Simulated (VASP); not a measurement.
Crystal: TaS2.

```
Ta S
1.0
     3.35000    0.00000    0.00000
    -1.67500    2.90119    0.00000
     0.00000    0.00000    5.86000
Ta S
1 2
Direct
  0.00000 0.00000 0.00000
  0.33333 0.66667 0.25000
  0.66667 0.33333 0.75000
```

Base run:

* Program: VASP 6.6.1
* Functional: r2SCAN
* Potentials or basis: VASP PAW PBE potentials, release 64 (Ta_pv, S)
* Cutoff: 520 eV
* k mesh: 7 × 7 × 3
* Occupations: gaussian, width 0.05 eV
* Spin: no spin polarisation
* Hubbard terms: Ta d U = 8 eV

Its results: band gap on the k mesh none (metal or under the smearing width); pressure 17.5 GPa; largest force 1.804 eV/Å.

The run is repeated on the same cell with these changes: spin from no spin polarisation to collinear spin, random start; further incar settings from ALGO = Normal; EDIFF = 1e-06 to ALGO = Normal; EDIFF = 1e-07; NBANDS = 22. What comes out?

Band gap on the k mesh none (metal or under the smearing width); pressure 19.0 GPa; net moment 0.76 μB per cell; site moments Ta +0.56; S -0.03 μB; largest force 1.763 eV/Å.

Caveats: the PAW data sets were made with another functional, which shifts forces and pressure a little; U without spin polarisation on a metal has little footing (some runs).
